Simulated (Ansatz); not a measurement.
# Rb on Nb(100): change of the work function, part 4 of 6

Aim: the work function of Nb(100) at several coverages of Rb (hollow site), and the dipole that each adsorbate carries.

Ansatz 0.2.0; plane-wave DFT, r2SCAN, Ansatz PAW.

So far, work function, upper face (eV): step 2 (the clean slab) 3.54; step 3 (the covered slab, coverage 0.25 ML) 1.59; step 4 (adsorbate added, coverage 0.5 ML) 1.92; step 6 (the slab at 0.25 ML, atoms frozen) 1.59.

## (7) The substrate of the 0.25 ML cell alone

System of this step: Rb/Nb(100), substrate alone, atoms held. The cell holds 20 atoms: 20 Nb. Its edges and angles: a = 6.600 Å, b = 6.600 Å, c = 27.689 Å, α = 90.0°, β = 90.0°, γ = 90.0°. Vacuum lies along c.

The second part, atoms unmoved.

Input file input.yaml:

```yaml
crystal:
  lattice:
    - [6.6, 0.0, 0.0]
    - [0.0, 6.6, 0.0]
    - [0.0, 0.0, 27.6894575281]
  atoms:
    - { symbol: Nb, position: [0.0, 0.0, 0.3250334533] }
    - { symbol: Nb, position: [0.25, 0.25, 0.3846229198] }
    - { symbol: Nb, position: [0.0012054209, 0.0012054209, 0.4438529535] }
    - { symbol: Nb, position: [0.25, 0.25, 0.506571087] }
    - { symbol: Nb, position: [-0.0046370196, -0.0046370196, 0.5563616462] }
    - { symbol: Nb, position: [0.0, 0.5, 0.3250334533] }
    - { symbol: Nb, position: [0.25, 0.75, 0.3846229198] }
    - { symbol: Nb, position: [0.0012054209, 0.4987945791, 0.4438529535] }
    - { symbol: Nb, position: [0.25, 0.75, 0.5045111771] }
    - { symbol: Nb, position: [-0.0046370196, 0.5046370196, 0.5563616462] }
    - { symbol: Nb, position: [0.5, 0.0, 0.3250334533] }
    - { symbol: Nb, position: [0.75, 0.25, 0.3846229198] }
    - { symbol: Nb, position: [0.4987945791, 0.0012054209, 0.4438529535] }
    - { symbol: Nb, position: [0.75, 0.25, 0.5045111771] }
    - { symbol: Nb, position: [0.5046370196, -0.0046370196, 0.5563616462] }
    - { symbol: Nb, position: [0.5, 0.5, 0.3250334533] }
    - { symbol: Nb, position: [0.75, 0.75, 0.3846229198] }
    - { symbol: Nb, position: [0.4987945791, 0.4987945791, 0.4438529535] }
    - { symbol: Nb, position: [0.75, 0.75, 0.5033529334] }
    - { symbol: Nb, position: [0.5046370196, 0.5046370196, 0.5563616462] }
kpoints:
  mp_grid: { grid: [5, 5, 1] }
hamiltonian:
  xc: r2scan
scf:
  occupations: { method: fermi_dirac, width: 0.1 }
  convergence: { dr2_threshold: 1.0e-08 }
efield:
  axis: 3
  dipole_correction: true
  ramp_position: 0.97
  ramp_width: 0.06
output:
  write_potential: true
  write_density: true
  volumetric_format: npy
```

Started as:

```bash
> ansatz run input.yaml --threads 4 --pin off --max-ram 12288MiB --backend cpu --events-out ev --progress --plain --runs-dir out
```

Numbers of over 12 decimals in the logs are rounded to 6 here.

What it wrote:

```text
[...]
Crystal: 20 atoms, lattice volume = 1206.153 Å³
Basis set: ecut = 500 eV, 30461 PW (Γ), exchange–correlation on 200×200×864 points (64 copies of the dense FFT grid, shifted against one another)
Bands: 156, of which v1, the nominal top of the filled ones, is band 130 counted from 1 (129 counted from 0)
Symmetry: 8 space group operations
[...]
k-points: 6 of 25
[...]
SCF iter   1: F=—  HF=-91259.385553 eV  |F-HF|=—  |Δ(HF+E_count)|=         —  Δρ=9.65e-3  dr2=1.24e1  dr2_τ=4.11e-1  ethr=1.77e-3  p=-0.037 e·Å  D=-5.49e-3 V/Å  ΔV_dip=0.15 eV  dr2_dipole=1.89e-1  V_vac-E_F(+/−)=4.09/3.93 eV  ⟨swp⟩=12.2  Hψ=4783  notcnv=0
[...]
SCF iter  11: F=-91258.949192 eV  HF=-91258.949192 eV  |F-HF|=2.42e-9  |Δ(HF+E_count)|=   2.62e-9  Δρ=2.62e-7  dr2=1.57e-9  dr2_τ=1.68e-10  ethr=3.85e-12  p=0.034 e·Å  D=5.10e-3 V/Å  ΔV_dip=-0.14 eV  dr2_dipole=6.75e-11  V_vac-E_F(+/−)=3.55/3.70 eV  ⟨swp⟩=9.2  Hψ=2496  notcnv=0
SCF 1 converged in 11 iterations: F = -91258.949192 eV  dr2 = 1.57e-9
[...]
SCF converged after 11 iterations
Free energy (F): -91258.949192 eV
[...]
Internal energy: -91258.224582 eV  (E = F + TS)
E sigma→0 (E₀):  -91258.586887 eV
Entropy (-TS):   -0.724610 eV (-36.230 meV/atom)
Fermi energy:    2.945936 eV
Dipole field:    D = 0.005100 V/Å  (p = 0.033995 e·Å, saw-weighted, corrected)
Work function:   Φ+ = 3.5540 eV   Φ− = 3.6952 eV
[...]
--- Band table (eV; the first three rows and the last of 6) ---
  k-point 0: bands = [... 126 lower, 3.0859, 3.0859, 3.1526, 3.1863, 3.1863, 3.1982, 3.3940, 3.3940, ... 22 higher]
  k-point 1: bands = [... 126 lower, 2.8381, 2.8752, 2.9525, 3.0196, 3.1008, 3.1965, 3.3662, 3.4726, ... 22 higher]
  k-point 2: bands = [... 126 lower, 2.7581, 2.8127, 2.8815, 2.9365, 2.9490, 2.9670, 3.0397, 3.2583, ... 22 higher]
  k-point 5: bands = [... 126 lower, 2.0878, 2.2245, 2.3468, 2.4385, 2.4547, 2.7037, 3.2455, 3.2587, ... 22 higher]
```

Run time: 1.7 min. Hardware: 4 threads of Arm Neoverse V2, shared host; peak memory 6.2 GiB; 6.6 min of CPU time.

This step gave:

```yaml
energy_at_zero_smearing: -91258.5869 eV
work_function_upper_face: 3.554 eV
work_function_lower_face: 3.695 eV
dipole_along_the_normal: 0.03399 e·Å
step_between_the_vacuum_levels: -0.1412 eV
```

The work function of the upper face is 3.55 eV.

## (8) The adsorbate layer of the 0.25 ML cell alone

System of this step: Rb/Nb(100), adsorbate layer alone, atoms held. The cell holds 1 atom: 1 Rb. Its edges and angles: a = 6.600 Å, b = 6.600 Å, c = 27.689 Å, α = 90.0°, β = 90.0°, γ = 90.0°. Vacuum lies along c.

The third part; a free layer of atoms may carry a moment, so spin is on.

input.yaml, the sections that differ from step 7:

```yaml
crystal:
  lattice:
    - [6.6, 0.0, 0.0]
    - [0.0, 6.6, 0.0]
    - [0.0, 0.0, 27.6894575281]
  atoms:
    - { symbol: Rb, position: [0.25, 0.25, 0.6707314348], spin: 1.0 }
magnetization:
  spin_polarized: true
# kpoints, hamiltonian, scf, efield, output: as in step 7
```

What it wrote:

```text
[...]
Crystal: 1 atoms, lattice volume = 1206.153 Å³
Basis set: ecut = 500 eV, 30461 PW (Γ), exchange–correlation on 200×200×864 points (64 copies of the dense FFT grid, shifted against one another)
Bands: 9, of which v1, the nominal top of the filled ones, is band 5 counted from 1 (4 counted from 0)
Symmetry: 8 space group operations
k-points: 6 of 25
[...]
Starting moments: Σ|m| = 1 μB on 1 of 1 site
[...]
SCF iter   1: F=—  HF=-3277.157064 eV  |F-HF|=—  |Δ(HF+E_count)|=         —  Δρ=4.89e-3 (↑4.89e-3 ↓4.40e-3)  dr2=3.54e-2  dr2_τ=1.34e-2  dr2_m=2.36e-1  M=0.154 μB ∫|m|=0.161 μB  β_m=0.30  ethr=3.95e-4  p=0.000 e·Å  D=3.02e-9 V/Å  ΔV_dip=-0.00 eV  dr2_dipole=2.18e-10  V_vac-E_F(+/−)=2.15/2.15 eV  ⟨swp⟩=1.0  Hψ=1275  notcnv=0
[...]
spin=Collinear: LDOS preconditioning applied to the charge; magnetization (m = ρ↑ − ρ↓) channel mixes plain (no charge-response kernel on spin).
SCF iter   2: F=—  HF=-3277.274075 eV  |F-HF|=—  |Δ(HF+E_count)|=   1.17e-1  Δρ=3.42e-3 (↑3.42e-3 ↓3.16e-3)  dr2=2.57e-2  dr2_τ=6.75e-4  dr2_m=1.18e-1  M=0.153 μB ∫|m|=0.159 μB  β_m=0.30  ethr=3.93e-4  p=0.000 e·Å  D=2.12e-6 V/Å  ΔV_dip=-0.00 eV  dr2_dipole=2.41e-10  V_vac-E_F(+/−)=2.19/2.19 eV  ⟨swp⟩=3.2  Hψ=206  notcnv=0  κ⁻¹=1.0e0(r=1)
[...]
SCF iter  15: F=—  HF=-3277.416100 eV  |F-HF|=—  |Δ(HF+E_count)|=   7.20e-5  Δρ=1.22e-5 (↑1.22e-5 ↓1.02e-5)  dr2=9.69e-6  dr2_τ=1.88e-8  dr2_m=9.25e-7  M=0.216 μB ∫|m|=0.220 μB  β_m=1.20  ethr=7.21e-9  p=0.000 e·Å  D=7.59e-6 V/Å  ΔV_dip=-0.00 eV  dr2_dipole=3.07e-12  V_vac-E_F(+/−)=2.28/2.28 eV  ⟨swp⟩=4.2  Hψ=204  notcnv=0
[...]
spin-set hold released at iteration 15 (site moments' squared step at or under half its running peak, from the soft ceiling on): the magnetisation degrees of freedom join the quasi-Newton model from the next iteration; the mixer history was flushed
SCF iter  16: F=—  HF=-3277.416180 eV  |F-HF|=—  |Δ(HF+E_count)|=   7.98e-5  Δρ=1.00e-5 (↑1.00e-5 ↓8.61e-6)  dr2=7.77e-6  dr2_τ=1.38e-8  dr2_m=5.99e-7  M=0.224 μB ∫|m|=0.228 μB  β_m=1.20  ethr=7.21e-9  p=0.000 e·Å  D=7.45e-6 V/Å  ΔV_dip=-0.00 eV  dr2_dipole=9.05e-13  V_vac-E_F(+/−)=2.28/2.28 eV  ⟨swp⟩=4.2  Hψ=205  notcnv=0  κ⁻¹=1.0e0(r=1)
[...]
SCF iter  25: F=-3277.416365 eV  HF=-3277.416365 eV  |F-HF|=3.29e-8  |Δ(HF+E_count)|=   1.99e-8  Δρ=3.54e-8 (↑3.54e-8 ↓2.45e-8)  dr2=1.32e-10  dr2_τ=1.16e-12  dr2_m=5.47e-12  M=0.259 μB ∫|m|=0.263 μB  ethr=4.10e-12  p=0.000 e·Å  D=6.98e-6 V/Å  ΔV_dip=-0.00 eV  dr2_dipole=1.59e-15  V_vac-E_F(+/−)=2.28/2.29 eV  ⟨swp⟩=5.4  Hψ=490  notcnv=0
SCF 1 converged in 25 iterations: F = -3277.416365 eV  dr2 = 1.32e-10
[...]
this state was not tested for a lower state beside it, because the mixer in use, unlike msr1, does not test its closes by its own steps (another_mixer; see scf.mixing.algorithm and scf.lower_state_search)
SCF converged after 25 iterations
Magnetization: 0.2590 μB (4.6295 up, 4.3705 down)
Absolute magnetization: 0.2636 μB (∫|ρ↑−ρ↓|, with the PAW one-centre terms)
[...]
Per-site moments (μB) at R_I (Å): [(0.176876, 2.7225)]
Free energy (F): -3277.416365 eV
[...]
Internal energy: -3277.364158 eV  (E = F + TS)
E sigma→0 (E₀):  -3277.390262 eV
Entropy (-TS):   -0.052206 eV (-52.206 meV/atom)
Fermi energy:    -1.900459 eV
Dipole field:    D = 0.000007 V/Å  (p = 0.000046 e·Å, saw-weighted, corrected)
Work function:   Φ+ = 2.2848 eV   Φ− = 2.2851 eV
[...]
--- Band table (eV; the first three rows and the last of 12) ---
[...]
```

Wall time 82 s (4 threads); peak memory 3 GiB.

Numbers from this step:

| Property | Result |
| --- | --- |
| energy at zero smearing | -3277.3903 eV |
| total moment | 0.2590 μB |
| site moments | 0.1769 μB |
| work function, upper face | 2.285 eV |
| dipole along the normal | 4.64e-5 e·Å |

Site moment by atom:

| atom | site moment (μB) |
| --- | --- |
| Rb1 | 0.177 |

The free layer carries a moment of 0.3 μB a cell.

## (9) Where the charge went at 0.25 ML

This step: plane-wave DFT, r2SCAN, Ansatz PAW; density difference on adsorption (Ansatz 0.2.0).

The densities of the parts are taken from that of the whole and averaged over planes; the first moment of what is left gives the step in the potential.

Numbers from this step:

| Property | Result |
| --- | --- |
| largest charge moved | 0.004526 e/Å² |
| potential step from the moved charge | -1.967 eV |

The electron density difference oscillates, so the rows of the table below give means over windows of 1 Å about each position, cut where the curve ends. Its maxima inside the range that stand out by 2 % of the span (Å: e/Å³): 12.8: 2.5e-4, 14.7: 6.3e-4, 15.4: -8.5e-4, 16.9: 0.00675, 19.2: -8.9e-4. Its minima: 11.8: -1.4e-4, 14.0: -0.00101, 15.1: -0.00119, 15.9: -0.00435, 18.8: -0.00131, 20.3: -0.00182.

Planar mean, whole system less its parts. Electron density difference against z; means over each step:

z (Å), electron density difference (e/Å³) and a bar from the least value:
```
        4    0.00000 #######
        5    0.00000 #######
        6    0.00002 #######
        7    0.00002 #######
        8   -0.00006 ######
        9    0.00001 #######
       10   -0.00001 #######
       11    0.00005 #######
       12    0.00003 #######
       13    0.00004 #######
       14   -0.00057 ####
       15   -0.00036 #####
       16   -0.00115 ##
       17    0.00571 ##############################
       18    0.00072 ##########
       19   -0.00103 ##
       20   -0.00160 
       21   -0.00123 ##
       22   -0.00043 #####
       23   -0.00011 ######
       24   -0.00002 ######
       25    0.00000 #######
       26    0.00000 #######
```

Planar mean, whole system less its parts. Electrons moved below z against z:

z (Å), electrons moved below z (e/Å²) and a bar from the least value:
```
        4    0.00000 ###########
        5    0.00000 ###########
        6    0.00001 ###########
        7    0.00003 ###########
        8    0.00002 ###########
        9   -0.00003 ###########
       10    0.00001 ###########
       11    0.00000 ###########
       12    0.00000 ###########
       13    0.00016 ############
       14   -0.00028 ##########
       15   -0.00037 ##########
       16   -0.00265 
       17    0.00152 #################
       18    0.00452 ##############################
       19    0.00381 ###########################
       20    0.00257 ######################
       21    0.00097 ###############
       22    0.00025 ############
       23    0.00005 ###########
       24    0.00001 ###########
       25    0.00000 ###########
       26    0.00000 ###########
```

(Continued in part 5 of 6.)

[Logs are printed without paths, hosts, clocks, repeated set-up lines and the standing remarks that a program may print on its own settings, such as how far it seeks lower states.]

[Hosts, paths, dates, database ids (printed as entryN), source tags and the programs' standing remarks are cut or masked in the printed files.]

[Maps of the electrostatic potential energy from Ansatz leave out the sawtooth potential of an applied field or a dipole correction, so their vacuum need not be flat; planar profiles and work functions include it.]
